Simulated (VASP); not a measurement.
# Y in VASP: settings compared

The runs below take Y through work function, with PW91, LDA, PBE.

All numbers are computed with VASP 6.6.1; they aren't measurements. Logs are shortened: lines on timing, memory, paths and dates and some standing lists are left out, and cuts for length are marked.

## 1. The slab as given

The cell holds a slab with vacuum, 3 atoms: a = 3.651 Å, b = 3.651 Å, c = 20.747 Å, α = 90.00°, β = 90.00°, γ = 120.00°.

The slab is cut from a database's or a generator's crystal, which needn't be the stable form of the element.

## 2. Work function, PW91

Input file INCAR:

```
SYSTEM = Y
ALGO = Normal
DIPOL = 0.5 0.5 0.500
EDIFF = 1E-6
ENCUT = 520
GGA = 91
IDIPOL = 3
ISIF = 2
ISMEAR = -1
LASPH = .True.
LCHARG = .True.
LDIPOL = .True.
LELF = .True.
LREAL = .False.
LVACPOTAV = .True.
LVHAR = .True.
LWAVE = .False.
NELM = 60
PREC = Accurate
SIGMA = 0.05
```

Input file KPOINTS:

```
k-points
0
Gamma
  8 8 1
  0 0 0
```

Input file POSCAR:

```
Y
1.0
    3.6514992371      0.0000000000      0.0000000000
   -1.8257496186      3.1622911012      0.0000000000
    0.0000000000      0.0000000000     20.7474000000
Y
3
Direct
    0.3333333333      0.6666666666      0.3614910784
    0.6666666667      0.3333333334      0.5000000000
    0.3333333333      0.6666666666      0.6385089216
```

Potentials or basis: VASP PAW PBE potentials, release 64 (Y_sv).

Launch:

```
$ cat potpaw_PBE.64/Y_sv/POTCAR > POTCAR
$ mpirun -np 1 vasp_std > vasp.out
```

OUTCAR:

```text
SYSTEM = Y
   EDIFF = 1E-6
   ENCUT = 520
   GGA = 91
   ISIF = 2
   ISMEAR = -1
   LASPH = .True.
   LREAL = .False.
   NELM = 60
   PREC = Accurate

 ion  position               nearest neighbor table
   1  0.333  0.667  0.361-   2 3.56   2 3.56   2 3.56
   2  0.667  0.333  0.500-   1 3.56   3 3.56   1 3.56   3 3.56   1 3.56   3 3.56
   3  0.333  0.667  0.639-   2 3.56   2 3.56   2 3.56

  LATTYP: Found a hexagonal cell.
 ALAT       =     3.6514992371
 C/A-ratio  =     5.6818853443

  Lattice vectors:

 A1 = (   3.6514992371,   0.0000000000,   0.0000000000)
 A2 = (  -1.8257496186,   3.1622911012,   0.0000000000)
 A3 = (   0.0000000000,   0.0000000000,  20.7474000000)

Analysis of symmetry for initial positions (statically):
=====================================================================
 Subroutine PRICEL returns:
 Original cell was already a primitive cell.

 Routine SETGRP: Setting up the symmetry group for a
 hexagonal supercell.

 Subroutine GETGRP returns: Found 12 space group operations
 (whereof 12 operations were pure point group operations)
 out of a pool of 24 trial point group operations.

The static configuration has the point symmetry D_3h.

Analysis of symmetry for dynamics (positions and initial velocities):
=====================================================================
 Subroutine PRICEL returns:
 Original cell was already a primitive cell.

 Routine SETGRP: Setting up the symmetry group for a
 hexagonal supercell.

 Subroutine GETGRP returns: Found 12 space group operations
 (whereof 12 operations were pure point group operations)
 out of a pool of 24 trial point group operations.

The dynamic configuration has the point symmetry D_3h.

 Subroutine INISYM returns: Found 12 space group operations
 (whereof 12 operations are pure point group operations),
 and found     1 'primitive' translations

----------------------------------------------------------------------------------------

                                     Primitive cell

  volume of cell :     239.5724

  direct lattice vectors                    reciprocal lattice vectors
     3.651499237  0.000000000  0.000000000     0.273860115  0.158113211  0.000000000
    -1.825749619  3.162291101  0.000000000     0.000000000  0.316226422  0.000000000
     0.000000000  0.000000000 20.747400000     0.000000000  0.000000000  0.048198810

  length of vectors
     3.651499237  3.651499237 20.747400000     0.316226422  0.316226422  0.048198810

  position of ions in fractional coordinates (direct lattice)
     0.333333333  0.666666667  0.361491078
     0.666666667  0.333333333  0.500000000
     0.333333333  0.666666667  0.638508922

  ion indices of the primitive-cell ions
   primitive index   ion index
                 1           1
                 2           2
                 3           3

----------------------------------------------------------------------------------------

 KPOINTS: k-points

Automatic generation of k-mesh.
 Grid dimensions read from file:
 generate k-points for:    8    8    1

 Generating k-lattice:

  Cartesian coordinates                     Fractional coordinates (reciprocal lattice)
     0.034232514  0.019764151  0.000000000     0.125000000  0.000000000  0.000000000
     0.000000000  0.039528303  0.000000000     0.000000000  0.125000000  0.000000000
     0.000000000  0.000000000  0.048198810     0.000000000  0.000000000  1.000000000

  Length of vectors
     0.039528303  0.039528303  0.048198810

  Shift w.r.t. Gamma in fractional coordinates (k-lattice)
     0.000000000  0.000000000  0.000000000

 Subroutine IBZKPT returns following result:
 ===========================================

 Found     10 irreducible k-points:

 Following reciprocal coordinates:
            Coordinates               Weight
  0.000000  0.000000  0.000000      1.000000
  0.125000  0.000000  0.000000      6.000000
  0.250000  0.000000  0.000000      6.000000
  0.375000 -0.000000  0.000000      6.000000
  0.500000  0.000000  0.000000      3.000000
  0.125000  0.125000  0.000000      6.000000
  0.250000  0.125000  0.000000     12.000000
  0.375000  0.125000  0.000000     12.000000
  0.250000  0.250000  0.000000      6.000000
  0.375000  0.250000  0.000000      6.000000
   k-points           NKPTS =     10   k-points in BZ     NKDIM =     10   number of bands    NBANDS=     20
   number of dos      NEDOS =    301   number of ions     NIONS =      3
   total plane-waves  NPLWV = 125440
   dimension x,y,z NGX =    28 NGY =   28 NGZ =  160
   dimension x,y,z NGXF=    56 NGYF=   56 NGZF=  320
   ions per type =               3
   NGX,Y,Z   is equivalent  to a cutoff of  12.75, 12.75, 12.82 a.u.
   NGXF,Y,Z  is equivalent  to a cutoff of  25.50, 25.50, 25.64 a.u.
 SYSTEM =  Y
   PREC   = accura    normal or accurate (medium, high low for compatibility)
   ISTART =      0    job   : 0-new  1-cont  2-samecut
   ICHARG =      2    charge: 1-file 2-atom 10-const
   ISPIN  =      1    spin polarized calculation?
   LNONCOLLINEAR =      F non collinear calculations
   LSORBIT =      F    spin-orbit coupling
   LASPH  =      T    aspherical Exc in radial PAW
   ENCUT  =  520.0 eV  38.22 Ry    6.18 a.u.   6.79  6.79 38.58*2*pi/ulx,y,z
   NELM   =     60;   NELMIN=  2; NELMDL= -5     # of ELM steps
   EDIFF  = 0.1E-05   stopping-criterion for ELM
   LREAL  =      F    real-space projection
   EDIFFG = 0.1E-04   stopping-criterion for IOM
   NSW    =      0    number of steps for IOM
   IBRION =     -1    ionic relax: 0-MD 1-quasi-New 2-CG
   NFREE  =      0    steps in history (QN), initial steepest desc. (CG)
   ISIF   =      2    stress and relaxation
   ISYM   =      2    0-nonsym 1-usesym 2-fastsym
   POTIM  = 0.5000    time-step for ionic-motion
   TEBEG  =    0.0;   TEEND  =   0.0 temperature during run
   PSTRESS=    0.0 pullay stress
   NELECT =      33.0000    total number of electrons
   NUPDOWN=      -1.0000    fix difference up-down
   EMIN   =  10.00;   EMAX   =-10.00  energy-range for DOS
   EFERMI =   0.00;   METHOD = LEGACY
   ISMEAR =    -1;   SIGMA  =   0.05  broadening in eV -4-tet -1-fermi 0-gaus
   EFERMI_NEDOS =   21; number of points for ismear=-14 and -15
   IALGO  =     38    algorithm
   IMIX   =      4    mixing-type and parameters
     AMIX     =   0.40;   BMIX     =  1.00
     AMIX_MAG =   1.60;   BMIX_MAG =  1.00
  volume/ion in A,a.u.               =      79.86       538.90
  Fermi-wavevector in a.u.,A,eV,Ry     =   0.845475  1.597715  9.725816  0.714827
  Thomas-Fermi vector in A             =   1.960669
   LORBIT       =      0    0 simple, 1 ext, 2 COOP (PROOUT), +10 PAW based schemes
   GGA     = 91    functional components
   LHFCALC =     F    Hartree Fock is set to
   AEXX    =    0.0000 exact exchange contribution
   IVDW    =     0    specifies the selected vdW correction
   LEPSILON=     F    determine dielectric tensor
   LRPA    =     F    only Hartree local field effects (RPA)
 non-spin polarized calculation
  energy-cutoff  :      520.00
  volume of cell :      239.57
 maximum number of plane-waves:      6470
 NGX is ok and might be reduce to    28
   NGX = 13   NGY = 13   NGZ = 77

 number of electron      33.0000001 magnetization

 dipolmoment           0.000000      0.000000      0.000000 electrons x Angstroem

 Free energy of the ion-electron system (eV)
  ---------------------------------------------------
  ext. energy  EPLUGINS =         0.00000000
  ---------------------------------------------------
  free energy    TOTEN  =       -17.82427354 eV

  energy without entropy =      -17.76687035  energy(sigma->0) =      -17.79557195

 E-fermi :  -0.5500     XC(G=0):  -4.8304

 val. band max:       -0.5616625803   @ k =   0.2500   0.0000   0.0000
 cond. band min:      -0.5309070272   @ k =   0.3750   0.2500   0.0000
 fundamental gap:      0.0307555531
 Fermi energy:        -0.5499695584

 k-point     1 :       0.0000    0.0000    0.0000
  band No.  band energies     occupation
      1     -43.6040      2.00000
      2     -43.6032      2.00000
      3     -42.9647      2.00000
      4     -23.7707      2.00000
      5     -23.7176      2.00000
      6     -23.4459      2.00000
[... 12 lines left out ...]
     19       0.9992      0.00000
     20       1.0429      0.00000

 k-point     2 :       0.1250    0.0000    0.0000
  band No.  band energies     occupation
      1     -43.5990      2.00000
      2     -43.5983      2.00000
      3     -42.9598      2.00000
      4     -23.7572      2.00000
      5     -23.7124      2.00000
      6     -23.5012      2.00000
[... 12 lines left out ...]
     19       0.5610      0.00000
     20       0.7115      0.00000

 k-point     3 :       0.2500    0.0000    0.0000
  band No.  band energies     occupation
      1     -43.5868      2.00000
      2     -43.5863      2.00000
      3     -42.9480      2.00000
      4     -23.7255      2.00000
      5     -23.7013      2.00000
      6     -23.6311      2.00000
[... 12 lines left out ...]
     19      -0.0638      0.00012
     20       0.4699      0.00000

 k-point     4 :       0.3750   -0.0000    0.0000
  band No.  band energies     occupation
      1     -43.5746      2.00000
      2     -43.5744      2.00000
      3     -42.9361      2.00000
      4     -23.7640      2.00000
      5     -23.7494      2.00000
      6     -23.6922      2.00000
[... 107 lines left out ...]
 k-point     9 :       0.2500    0.2500    0.0000
  band No.  band energies     occupation
      1     -43.5695      2.00000
      2     -43.5694      2.00000
      3     -42.9312      2.00000
      4     -23.7458      2.00000
      5     -23.7335      2.00000
      6     -23.6867      2.00000
[... 12 lines left out ...]
     19      -0.3862      0.07292
     20       0.1869      0.00000

 k-point    10 :       0.3750    0.2500    0.0000
  band No.  band energies     occupation
      1     -43.5660      2.00000
      2     -43.5659      2.00000
      3     -42.9277      2.00000
      4     -23.7473      2.00000
      5     -23.7369      2.00000
      6     -23.6831      2.00000
[... 12 lines left out ...]
     19      -0.0537      0.00010
     20      -0.0408      0.00008

------------------------ aborting loop because EDIFF is reached ----------------------------------------

  FORCE on cell =-STRESS in cart. coord.  units (eV):
  Direction    XX          YY          ZZ          XY          YZ          ZX
  --------------------------------------------------------------------------------------
  -------------------------------------------------------------------------------------
  Total       -1.5782243     -1.5782243     -1.3171440      0.0000000     -0.0000000     -0.0000000
  in kB      -10.5546195    -10.5546195     -8.8086044      0.0000000     -0.0000000     -0.0000000
  external PRESSURE =      -9.9726144 kB  Pullay stress =       0.0000000 kB

 VOLUME and BASIS-vectors are now :
 -----------------------------------------------------------------------------
  energy-cutoff  :      520.00
  volume of cell :      239.57
      direct lattice vectors                 reciprocal lattice vectors
     3.651499237  0.000000000  0.000000000     0.273860115  0.158113211  0.000000000
    -1.825749619  3.162291101  0.000000000     0.000000000  0.316226422  0.000000000
     0.000000000  0.000000000 20.747400000     0.000000000  0.000000000  0.048198810

 POSITION                                       TOTAL-FORCE (eV/Angst)
 -----------------------------------------------------------------------------------
     -0.00000      2.10819      7.50000         0.000000      0.000000      0.228208
      1.82575      1.05410     10.37370        -0.000000      0.000000     -0.000000
     -0.00000      2.10819     13.24740        -0.000000     -0.000000     -0.228208
 -----------------------------------------------------------------------------------
    total drift:                                0.000000      0.000000     -0.000000

  FREE ENERGIE OF THE ION-ELECTRON SYSTEM (eV)
  ---------------------------------------------------
  free  energy   TOTEN  =       -17.8242735444 eV

  energy  without entropy=      -17.7668703510  energy(sigma->0) =      -17.79557195

 vacuum level on the upper side and lower side of the slab         2.752         2.752
```

Wall time 1.8 min (1 thread of Intel Xeon Platinum 8488C (Sapphire Rapids), shared host); peak memory 0.35 GiB.

What came out:

```yaml
Free_energy: -17.8243 eV
Largest_force: 0.228 eV/Å
Band_gap_on_the_k_mesh: none (metal or under the smearing width)
Work_function_of_the_upper_face: 3.30 eV
Work_function_of_the_lower_face: 3.30 eV
```

Forces in eV/Å, atoms in the order of the input:
```
Y    0.000  0.000  0.228
Y    0.000  0.000  0.000
Y    0.000  0.000 -0.228
```

Caveat: the PAW data sets were made with another functional, which shifts forces and pressure a little.

[end of part 1 of 3]
